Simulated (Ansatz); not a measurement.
# CsSnI3 (Pm-3m) in Ansatz: reference runs

How does CsSnI3 come out in PBE? The cell is run as given and disturbed.

Program: Ansatz 0.2.0. These are calculated values, not measurements. Logs are shortened: lines on timing, memory, paths and dates and some standing lists are left out, and cuts for length are marked.

### 1 Starting point

The structure is cubic, space group Pm-3m (No. 221). The conventional cell has a = 6.206 Å, b = 6.206 Å, c = 6.206 Å, α = 90.00°, β = 90.00°, γ = 90.00°. Cs (site symmetry m-3m) is surrounded by 12 I at 4.39 Å. I (site symmetry 4/mmm) has 2 Sn at 3.10 Å as nearest neighbours. Sn (site symmetry m-3m) is surrounded by 6 I at 3.10 Å.

### 2 Single point, PBE

The input, input.yaml:

```yaml
crystal:
  lattice:
    - [6.2057, 0.0, 0.0]
    - [0.0, 6.2057, 0.0]
    - [0.0, 0.0, 6.2057]
  atoms:
    - { symbol: Cs, position: [0.0, 0.0, 0.0] }
    - { symbol: I, position: [0.5, 0.5, 0.0] }
    - { symbol: I, position: [0.5, 0.0, 0.5] }
    - { symbol: I, position: [0.0, 0.5, 0.5] }
    - { symbol: Sn, position: [0.5, 0.5, 0.5] }
hamiltonian:
  xc: pbe
  pseudopotentials: { kind: paw }
kpoints:
  mp_grid: { grid: [5, 5, 5] }
scf:
  occupations: { method: fermi_dirac, width: 0.05 }
output:
  forces: true
  stress: true
  eigenvalues: true
  write_density: true
  write_potential: true
  elf: true
  volumetric_format: npy
```

Potentials or basis: Ansatz PAW.

Launch:

```bash
$ ansatz run input.yaml --threads 2 --pin off --max-ram 5120MiB --backend cpu --events-out ev --progress --plain --runs-dir out
```

Standard output:

```text
Warning: RAYON_NUM_THREADS=2 ignored (pool sized by the plan → 2); use --threads N
Engine: ansatz 0.2.0, x86_64-unknown-linux-gnu
Pseudopotentials: kind: paw
Pseudopotential: Cs, paw, valence charge 9, recommended cutoff 420 eV (normal), Cs.paw.azcp
Pseudopotential: I, paw, valence charge 17, recommended cutoff 420 eV (normal), I.paw.azcp
Pseudopotential: Sn, paw, valence charge 14, recommended cutoff 420 eV (normal), Sn.paw.azcp
Functional definition: PBE
  parameter kappa = 0.804
  parameter beta = 0.06672455060314922
  exchange = pbe_x(kappa = kappa, mu = beta*pi^2/3)
  correlation = pbe_c(beta = beta)
Crystal: 5 atoms, lattice volume = 238.986 Å³
Basis set: ecut = 420 eV, 4697 PW (Γ), exchange–correlation on 90×90×90 points (8 copies of the dense FFT grid, shifted against one another)
Bands: 45, of which v1, the nominal top of the filled ones, is band 37 counted from 1 (36 counted from 0)
Symmetry: 48 space group operations
Space group: Pm-3m (ITA 221), of the structure as read, at distance tolerance 6.2e-5 Å
k-points: 10 of 125
Non-local potential: Cs, projectors of the file, l = 0: 3, l = 1: 2, l = 2: 2, l = 3: 2
Non-local potential: I, projectors of the file, l = 0: 2, l = 1: 2, l = 2: 2, l = 3: 2
Non-local potential: Sn, projectors of the file, l = 0: 2, l = 1: 2, l = 2: 2, l = 3: 2
PAW form: soft (Blöchl's): semilocal exchange-correlation on the pseudo side does not see the compensation charge
PAW one-centre angular grid: Cs, 194 points (default); XC on 64 Gauss nodes
PAW one-centre angular grid: I, 590 points (default); XC on 64 Gauss nodes
PAW one-centre angular grid: Sn, 590 points (default); XC on 64 Gauss nodes
Initial density: superposition of atomic densities (neutral atoms: chi_scale 0, normalization atom), corrected by the library's trained network
Initial wavefunctions: pseudopotential atomic-orbital guess
Functional: x = pbe(κ = 0.804, μ = 0.2195149727645171), c = pbe(β = 0.06672455060314922)
SCF iter   1: F=—  HF=-34238.502399 eV  |F-HF|=—  |Δ(HF+E_count)|=         —  Δρ=5.73e-4  dr2=1.12e-3  ethr=1.77e-3  ⟨swp⟩=11.2  Hψ=2225  notcnv=0  defer=5
preconditioner: auto → Resta (q_TF=auto, 2.244 Å⁻¹)  ε∞=3.0  [insulator: Δε(μ)=1.746 eV  Ē_g=9.686 eV  σ=0.050 eV  W_gap=1.00  n_scr=32 (ndim 8)  ℏωp=13.6 eV  f_vac=0.147  D(μ)=0.00/eV (n_scr^D=0)  ε∞_Penn≈3.0]
SCF iter   2: F=—  HF=-34238.501841 eV  |F-HF|=—  |Δ(HF+E_count)|=   5.58e-4  Δρ=4.20e-4  dr2=5.09e-4  ethr=1.51e-6  ⟨swp⟩=3.0  Hψ=1071  notcnv=0  defer=9
SCF iter   3: F=—  HF=-34238.501994 eV  |F-HF|=—  |Δ(HF+E_count)|=   1.53e-4  Δρ=1.73e-4  dr2=7.62e-5  ethr=6.88e-7  ⟨swp⟩=2.6  Hψ=782  notcnv=0  defer=9
SCF iter   4: F=—  HF=-34238.502128 eV  |F-HF|=—  |Δ(HF+E_count)|=   1.33e-4  Δρ=5.53e-5  dr2=8.71e-6  ethr=1.03e-7  ⟨swp⟩=2.0  Hψ=646  notcnv=0  defer=9
SCF iter   5: F=—  HF=-34238.502145 eV  |F-HF|=—  |Δ(HF+E_count)|=   1.68e-5  Δρ=1.35e-5  dr2=5.31e-7  ethr=1.18e-8  ⟨swp⟩=2.0  Hψ=736  notcnv=0  defer=9
SCF iter   6: F=-34238.502144 eV  HF=-34238.502144 eV  |F-HF|=8.25e-9  |Δ(HF+E_count)|=   8.49e-8  Δρ=2.75e-6  dr2=2.53e-8  ethr=1.35e-10  ⟨swp⟩=17.3  Hψ=3595  notcnv=0
SCF 1 converged in 6 iterations: F = -34238.502144 eV  dr2 = 2.53e-8
SCF converged after 6 iterations
Free energy (F): -34238.502144 eV
Harris-Foulkes:  -34238.502144 eV  (|F-HF|=8.25e-9)
Internal energy: -34238.502144 eV  (E = F + TS)
E sigma→0 (E₀):  -34238.502144 eV
Fermi energy:    5.261679 eV
--- Per-component energies (eV) ---
  E_band       = -1424.198109
  E_kinetic    = 892.654388
  E_local      = -8815.969458  (includes V_loc(G=0)·N_el)
  E_nonlocal   = -275.075063
  E_hartree    = 4501.048933
  E_xc         = -941.557426
  E_vxc        = -608.292667  (∫ρ·V_xc dr)
  E_paw        = -23648.040891  (= ΣΔE_a)
  E_vpaw       = -1619.611978  (= ΣTr[D̂ρ^β])
  E_aug_tail   = -0.000046  (compensation charges beyond the density's cutoff)
  E_ewald      = -5951.562581
  E_smearing   = -0.000000  (= −TS)
  E_closure    = 0.000000  (closes the sum)
  Σ components = -34238.502144   (vs F -34238.502144, Δ=0.00e0)
--- Forces (eV/Å), atoms counted from 1 ---
  atom   1  Cs    -0.00000000     0.00000000    -0.00000000
  atom   2  I      0.00000000     0.00000000    -0.00000000
  atom   3  I      0.00000000    -0.00000000     0.00000000
  atom   4  I      0.00000000    -0.00000000    -0.00000000
  atom   5  Sn     0.00000000    -0.00000000     0.00000000
  max |Σ_I F_I| component: 2.09e-28 eV/Å
--- Stress (GPa, compression-positive) ---
        0.525222       0.000000       0.000000
        0.000000       0.525222       0.000000
        0.000000       0.000000       0.525222
  P = ⅓ Tr σ = 0.5252 GPa (5.252 kbar)
--- Band table (eV; the first three rows and the last of 10) ---
  k-point 0: bands = ["-39.9188", "-39.9185", "-39.9185", "-39.8778", "-39.8778", "-39.8778", "-39.8773", "-39.8773", "-39.8773", "-39.7647", "-39.7647", "-39.7647", "-39.7641", "-39.7641", "-39.7639", "-17.0107", "-16.7930", "-16.7930", "-16.7731", "-16.7731", "-16.7731", "-7.9901", "-7.2720", "-7.2720", "-3.8047", "-3.8047", "-3.8047", "-0.9032", "0.5795", "0.5795", "0.5795", "2.9510", "2.9510", "2.9510", "3.1110", "3.1110", "3.1110", "7.4803", "8.4054", "8.4054", "8.7450", "8.7450", "8.7450", "10.0097", "10.0097"]
  k-point 1: bands = ["-39.9188", "-39.9185", "-39.9185", "-39.8778", "-39.8778", "-39.8778", "-39.8773", "-39.8773", "-39.8773", "-39.7647", "-39.7647", "-39.7647", "-39.7641", "-39.7641", "-39.7639", "-17.0106", "-16.7930", "-16.7925", "-16.7732", "-16.7732", "-16.7731", "-7.9395", "-7.3334", "-7.2710", "-3.8024", "-3.8024", "-3.7979", "-1.3394", "0.6166", "0.6166", "1.3299", "2.8805", "2.8805", "2.8927", "3.0547", "3.0547", "3.0898", "7.8766", "8.6035", "8.7316", "8.7331", "8.8772", "9.0776", "9.0776", "9.9303"]
  k-point 2: bands = ["-39.9187", "-39.9186", "-39.9185", "-39.8778", "-39.8776", "-39.8776", "-39.8774", "-39.8774", "-39.8773", "-39.7647", "-39.7647", "-39.7647", "-39.7641", "-39.7640", "-39.7639", "-17.0104", "-16.7930", "-16.7917", "-16.7733", "-16.7733", "-16.7731", "-7.8236", "-7.4668", "-7.2693", "-3.7986", "-3.7986", "-3.7880", "-1.7449", "0.6820", "0.6820", "2.1386", "2.7363", "2.7363", "2.8040", "2.9964", "2.9964", "3.5021", "6.8080", "8.7660", "9.1232", "9.2650", "9.4073", "9.6092", "9.6092", "9.8989"]
  k-point 9: bands = ["-39.9186", "-39.9186", "-39.9186", "-39.8776", "-39.8776", "-39.8776", "-39.8775", "-39.8775", "-39.8775", "-39.7647", "-39.7646", "-39.7646", "-39.7640", "-39.7640", "-39.7640", "-17.0097", "-16.7911", "-16.7911", "-16.7734", "-16.7734", "-16.7734", "-7.5508", "-7.4730", "-7.4730", "-3.8203", "-3.8203", "-3.8136", "-3.0380", "1.9970", "2.0586", "2.0586", "2.4572", "2.4572", "3.4346", "3.4346", "3.4842", "4.4049", "6.1539", "6.1539", "6.5644", "8.5015", "9.4140", "9.4264", "9.4264", "10.4122"]
```

Run time: 1.5 s. Hardware: 2 threads of AMD EPYC 9B45 (Zen 5), shared host; peak memory 0.62 GiB.

Results:

```
Free energy            : -34238.5021 eV
Pressure               : 0.5 GPa
Band gap on the k mesh : 1.75 eV, direct
```

Levels at points of the mesh, in eV from the valence-band top:
```csv
k point,band 34,band 35,band 36,band 37,band 38,band 39,band 40,band 41
"(0.00, 0.00, 0.00)",-1.45,-1.29,-1.29,-1.29,3.08,4.00,4.00,4.34
```

Caveat: odd divisions of the mesh miss points on the zone boundary, where band edges often lie, so the gap on the mesh can be too wide; spin-orbit coupling is left out, which moves the levels of the heavy elements; the cell was measured hot, at 500 K. A k mesh can miss the band edges.

### 3 Single point, PBE (atoms moved at random, drawn with an rms of 0.05 Å)

The input, input.yaml:

```yaml
crystal:
  lattice:
    - [6.2057, 0.0, 0.0]
    - [0.0, 6.2057, 0.0]
    - [0.0, 0.0, 6.2057]
  atoms:
    - { symbol: Cs, position: [-0.004604, -0.006344, -0.002443] }
    - { symbol: I, position: [0.505568, 0.496426, 0.007871] }
    - { symbol: I, position: [0.498343, -0.003234, 0.495961] }
    - { symbol: I, position: [0.013046, 0.502798, 0.498034] }
    - { symbol: Sn, position: [0.49958, 0.501467, 0.49721] }
hamiltonian:
  xc: pbe
  pseudopotentials: { kind: paw }
kpoints:
  mp_grid: { grid: [5, 5, 5] }
scf:
  occupations: { method: fermi_dirac, width: 0.05 }
output:
  forces: true
  stress: true
  eigenvalues: true
  write_density: true
  write_potential: true
  elf: true
  volumetric_format: npy
```

Potentials or basis: Ansatz PAW.

Launch:

```bash
$ ansatz run input.yaml --threads 2 --pin off --max-ram 5120MiB --backend cpu --events-out ev --progress --plain --runs-dir out
```

Standard output:

```text
Warning: RAYON_NUM_THREADS=2 ignored (pool sized by the plan → 2); use --threads N
[... 10 set-up lines as earlier in the session ...]
Crystal: 5 atoms, lattice volume = 238.986 Å³
Basis set: ecut = 420 eV, 4697 PW (Γ), exchange–correlation on 90×90×90 points (8 copies of the dense FFT grid, shifted against one another)
Bands: 45, of which v1, the nominal top of the filled ones, is band 37 counted from 1 (36 counted from 0)
Symmetry: 1 space group operations
Space group: P1 (ITA 1), of the structure as read, at distance tolerance 6.2e-5 Å
k-points: 63 of 125 (time reversal used)
[... 10 set-up lines as earlier in the session ...]
SCF iter   1: F=—  HF=-34238.492384 eV  |F-HF|=—  |Δ(HF+E_count)|=         —  Δρ=5.84e-4  dr2=1.18e-3  ethr=1.77e-3  ⟨swp⟩=10.6  Hψ=14000  notcnv=0  defer=30
preconditioner: auto → Resta (q_TF=auto, 2.244 Å⁻¹)  ε∞=3.0  [insulator: Δε(μ)=1.716 eV  Ē_g=9.692 eV  σ=0.050 eV  W_gap=1.00  n_scr=32 (ndim 8)  ℏωp=13.6 eV  f_vac=0.147  D(μ)=0.00/eV (n_scr^D=0)  ε∞_Penn≈3.0]
SCF iter   2: F=—  HF=-34238.491894 eV  |F-HF|=—  |Δ(HF+E_count)|=   4.90e-4  Δρ=4.19e-4  dr2=5.00e-4  ethr=1.59e-6  ⟨swp⟩=3.0  Hψ=6981  notcnv=0  defer=55
SCF iter   3: F=—  HF=-34238.492052 eV  |F-HF|=—  |Δ(HF+E_count)|=   1.58e-4  Δρ=1.77e-4  dr2=8.03e-5  ethr=6.75e-7  ⟨swp⟩=3.0  Hψ=4812  notcnv=0  defer=55
SCF iter   4: F=—  HF=-34238.492182 eV  |F-HF|=—  |Δ(HF+E_count)|=   1.30e-4  Δρ=5.50e-5  dr2=8.96e-6  ethr=1.09e-7  ⟨swp⟩=2.0  Hψ=4072  notcnv=0  defer=55
SCF iter   5: F=—  HF=-34238.492198 eV  |F-HF|=—  |Δ(HF+E_count)|=   1.54e-5  Δρ=1.41e-5  dr2=5.49e-7  ethr=1.21e-8  ⟨swp⟩=2.0  Hψ=5031  notcnv=0  defer=55
SCF iter   6: F=-34238.492197 eV  HF=-34238.492197 eV  |F-HF|=1.58e-8  |Δ(HF+E_count)|=   7.12e-8  Δρ=3.26e-6  dr2=3.89e-8  ethr=1.35e-10  ⟨swp⟩=17.7  Hψ=23140  notcnv=0
SCF 1 converged in 6 iterations: F = -34238.492197 eV  dr2 = 3.89e-8
SCF converged after 6 iterations
Free energy (F): -34238.492197 eV
Harris-Foulkes:  -34238.492197 eV  (|F-HF|=1.58e-8)
Internal energy: -34238.492197 eV  (E = F + TS)
E sigma→0 (E₀):  -34238.492197 eV
Fermi energy:    5.276610 eV
--- Per-component energies (eV) ---
  E_band       = -1424.123685
  E_kinetic    = 892.803280
  E_local      = -8824.628999  (includes V_loc(G=0)·N_el)
  E_nonlocal   = -275.048653
  E_hartree    = 4505.399180
  E_xc         = -941.603393
  E_vxc        = -608.358247  (∫ρ·V_xc dr)
  E_paw        = -23648.090291  (= ΣΔE_a)
  E_vpaw       = -1619.689209  (= ΣTr[D̂ρ^β])
  E_aug_tail   = -0.000041  (compensation charges beyond the density's cutoff)
  E_ewald      = -5947.323281
  E_smearing   = -0.000000  (= −TS)
  E_closure    = -0.000000  (closes the sum)
  Σ components = -34238.492197   (vs F -34238.492197, Δ=0.00e0)
--- Forces (eV/Å), atoms counted from 1 ---
  atom   1  Cs     0.00593949     0.00390562     0.00223133
  atom   2  I      0.02223584    -0.00147180    -0.11770167
  atom   3  I      0.03641867     0.03846446     0.03108834
  atom   4  I     -0.13926227    -0.01417052     0.02703380
  atom   5  Sn     0.07465040    -0.02671679     0.05731860
  max |Σ_I F_I| component: 2.96e-5 eV/Å
--- Stress (GPa, compression-positive) ---
        0.632482       0.008552      -0.005828
        0.008552       0.570488       0.000461
       -0.005828       0.000461       0.598107
  P = ⅓ Tr σ = 0.6004 GPa (6.004 kbar)
--- Band table (eV; the first three rows and the last of 63) ---
  k-point 0: bands = ["-39.9257", "-39.9205", "-39.9131", "-39.8844", "-39.8842", "-39.8793", "-39.8793", "-39.8721", "-39.8720", "-39.7710", "-39.7704", "-39.7664", "-39.7657", "-39.7594", "-39.7588", "-17.0128", "-16.7773", "-16.7769", "-16.7571", "-16.7560", "-16.7553", "-7.9995", "-7.2795", "-7.2706", "-3.8072", "-3.8069", "-3.8065", "-0.9193", "0.5782", "0.5794", "0.6054", "2.9444", "2.9486", "2.9513", "3.1086", "3.1121", "3.1132", "7.4800", "8.4054", "8.4065", "8.7448", "8.7484", "8.7519", "10.0159", "10.0217"]
  k-point 1: bands = ["-39.9257", "-39.9204", "-39.9131", "-39.8843", "-39.8842", "-39.8793", "-39.8793", "-39.8721", "-39.8720", "-39.7710", "-39.7704", "-39.7664", "-39.7657", "-39.7594", "-39.7587", "-17.0127", "-16.7772", "-16.7764", "-16.7571", "-16.7560", "-16.7553", "-7.9494", "-7.3372", "-7.2728", "-3.8049", "-3.8043", "-3.8000", "-1.3441", "0.6154", "0.6166", "1.3405", "2.8714", "2.8770", "2.8970", "3.0415", "3.0565", "3.1062", "7.8748", "8.6024", "8.7263", "8.7416", "8.8739", "9.0850", "9.1022", "9.9361"]
  k-point 2: bands = ["-39.9257", "-39.9204", "-39.9131", "-39.8843", "-39.8842", "-39.8793", "-39.8793", "-39.8721", "-39.8720", "-39.7710", "-39.7703", "-39.7664", "-39.7657", "-39.7594", "-39.7587", "-17.0124", "-16.7772", "-16.7757", "-16.7572", "-16.7561", "-16.7554", "-7.8358", "-7.4682", "-7.2712", "-3.8011", "-3.8005", "-3.7903", "-1.7441", "0.6808", "0.6819", "2.1315", "2.7333", "2.7348", "2.8063", "2.9903", "2.9996", "3.5130", "6.8295", "8.7649", "9.1194", "9.2589", "9.4023", "9.6166", "9.6315", "9.8930"]
  k-point 62: bands = ["-39.9256", "-39.9204", "-39.9131", "-39.8843", "-39.8842", "-39.8793", "-39.8793", "-39.8721", "-39.8720", "-39.7710", "-39.7704", "-39.7664", "-39.7657", "-39.7594", "-39.7587", "-17.0122", "-16.7765", "-16.7754", "-16.7573", "-16.7562", "-16.7555", "-7.7407", "-7.4734", "-7.3495", "-3.8091", "-3.8039", "-3.7941", "-2.3407", "1.2092", "1.4600", "2.0262", "2.3252", "2.5889", "2.9970", "3.1449", "3.2272", "3.6501", "6.6506", "8.2546", "8.3498", "8.9292", "9.3516", "9.4987", "9.9777", "10.2381"]
```

v_z.tsv:

```text
# z_ang	v_es[eV]	v_tot[eV]
# format = ansatz-planar-average/11
# xc	pbe
# density_cutoff_ev	1680
# datasets	Cs=:simpson_from_first_knot:soft	I=:simpson_from_first_knot:soft	Sn=:simpson_from_first_knot:soft
# lattice	6.205700000	0.000000000	0.000000000
# lattice	0.000000000	6.205700000	0.000000000
# lattice	0.000000000	0.000000000	6.205700000
# sites	5
# site	55	-0.028571043	-0.039368961	-0.015160525
# site	53	3.137403338	3.080670828	0.048845065
# site	53	3.092567155	-0.020069234	3.077785178
# site	53	0.080959562	3.120213549	3.090649594
# site	50	3.100243606	3.111953762	3.085536097
0.000000	3.104384e0	-5.385828e0
0.137904	3.138650e0	-5.293333e0
0.275809	3.177238e0	-5.064326e0
0.413713	3.303480e0	-4.638210e0
0.551618	3.628798e0	-3.926211e0
0.689522	4.232318e0	-2.883497e0
[... 37 lines left out ...]
5.929891	3.072603e0	-5.117369e0
6.067796	3.060946e0	-5.349687e0
```

Wall time 12 s (2 threads of AMD EPYC 9B45 (Zen 5), shared host); peak memory 0.86 GiB.

What came out:

```
Free energy            : -34238.4922 eV
Pressure               : 0.6 GPa
Largest force          : 0.143 eV/Å
Band gap on the k mesh : 1.72 eV, direct
```

Forces on the atoms (eV/Å):
```
Cs   0.006  0.004  0.002
I    0.022 -0.001 -0.118
I    0.036  0.038  0.031
I   -0.139 -0.014  0.027
Sn   0.075 -0.027  0.057
```

Levels at points of the mesh, in eV from the valence-band top:
| k point | band 34 | band 35 | band 36 | band 37 | band 38 | band 39 | band 40 | band 41 |
| --- | --- | --- | --- | --- | --- | --- | --- | --- |
| (0.00, 0.00, 0.00) | -1.47 | -1.31 | -1.31 | -1.31 | 3.06 | 3.98 | 3.99 | 4.32 |

Caveat: odd divisions of the mesh miss points on the zone boundary, where band edges often lie, so the gap on the mesh can be too wide; spin-orbit coupling is left out, which moves the levels of the heavy elements; the cell was measured hot, at 500 K.
